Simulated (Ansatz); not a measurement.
# SnO: computed properties

Theory: DFT PBE, scalar-relativistic, plane waves, PAW (Ansatz 0.2.0).

Cutoff 420 eV; k points 10×10×8 on the computed 4-atom cell (Γ-centred); Gaussian smearing, width 0.02 eV; no spin polarisation.

The structure is relaxed at this level of theory with its symmetry kept.

```
CELL_PARAMETERS angstrom
3.86844 0.00000 0.00000
0.00000 3.86844 0.00000
0.00000 0.00000 5.06502
ATOMIC_POSITIONS crystal
Sn 0.50000 0.00000 0.22882
Sn 0.00000 0.50000 0.77118
O 0.00000 0.00000 0.00000
O 0.50000 0.50000 0.00000
```

```
Space group                                                                                                                                 : P4/nmm (No. 129)
Volume per atom                                                                                                                             : 18.95 Å³
Formation energy from the elements' standard states (uncorrected)                                                                           : -1.261 eV/atom
Kohn–Sham band gap                                                                                                                          : 0.49 eV, indirect from (-0.052, -0.052, 0.000) to M
Löwdin character of the top 1 eV of the valence band                                                                                        : O 2p 42 %, Sn 5s 38 %, Sn 5p 17 %
Löwdin character of the lowest 1 eV of the conduction band                                                                                  : Sn 5p 71 %, O 2s 10 %, O 2p 7 %, unprojected 7 %
Electron masses at the edge by Cartesian direction of the standard setting (m_e; degenerate bands sorted by energy; no spin-orbit coupling) : x: 0.26, 0.26; y: 0.26, 0.26; z: 0.45, 0.45
Hole masses at the edge by Cartesian direction of the standard setting (m_e; degenerate bands sorted by energy; no spin-orbit coupling)     : x: 6.2; y: 6.2; z: 0.61
Bader charges (e)                                                                                                                           : Sn (2 in the cell) 1.27, O (2 in the cell) -1.27
```